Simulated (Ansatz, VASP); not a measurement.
This is a calculation of Sc for Ansatz 0.2.0.

The input input.yaml:

```yaml
crystal:
  lattice:
    - [0.0, 2.2448317577, 2.2448317577]
    - [2.2448317577, 0.0, 2.2448317577]
    - [2.2448317577, 2.2448317577, 0.0]
  atoms:
    - { symbol: Sc, position: [0.0, 0.0, 0.0] }
kpoints:
  mp_grid: { grid: [10, 10, 10] }
scf:
  occupations: { method: fermi_dirac, width: 0.05 }
hamiltonian:
  xc: pbe
  pseudopotentials: { kind: all_electron, lapw: { basis_error: 0.0005 } }
output:
  forces: true
  stress: true
  eigenvalues: true
```

Potentials or basis: all-electron LAPW, scalar-relativistic.

Command:

```console
$ ansatz run input.yaml --threads 1 --pin off --max-ram 2560MiB --backend cpu --events-out ev --progress --plain --runs-dir out
```

**Question.** Set up the same calculation for VASP 6.6.1. Potentials there: VASP PAW PBE potentials, release 64 (Sc_sv).

**Answer.** As run (the cutoff follows the program's own potentials):

INCAR

```
SYSTEM = Sc
ALGO = Fast
EDIFF = 1E-7
ENCUT = 520
GGA = PE
ISIF = 2
ISMEAR = -1
LASPH = .TRUE.
LCHARG = .FALSE.
LREAL = .FALSE.
LWAVE = .FALSE.
NBANDS = 12
NELM = 100
PREC = Accurate
SIGMA = 0.05
```

Contents of KPOINTS:

```
k-points
0
G
  10 10 10
  0 0 0
```

Contents of POSCAR:

```
Sc
1.0
    0.0000000000      2.2448317577      2.2448317577
    2.2448317577      0.0000000000      2.2448317577
    2.2448317577      2.2448317577      0.0000000000
Sc
1
Direct
    0.0000000000      0.0000000000      0.0000000000
```

Potentials or basis: VASP PAW PBE potentials, release 64 (Sc_sv).

Run with:

```console
$ cat potpaw_PBE.64/Sc_sv/POTCAR > POTCAR
$ mpirun -np 1 vasp_std > vasp.out
```

Both were run:

|  | VASP | Ansatz | Ansatz less VASP |
| --- | --- | --- | --- |
| gap on the k mesh at the Fermi level (eV) | none | none | - |
| pressure (GPa) | 5.1 | 5.1 | -0.04 |

A gap of «none» marks a metal or a gap that the smearing closes. Ansatz ran all-electron here, so the differences hold the error of VASP's frozen core and of both bases.
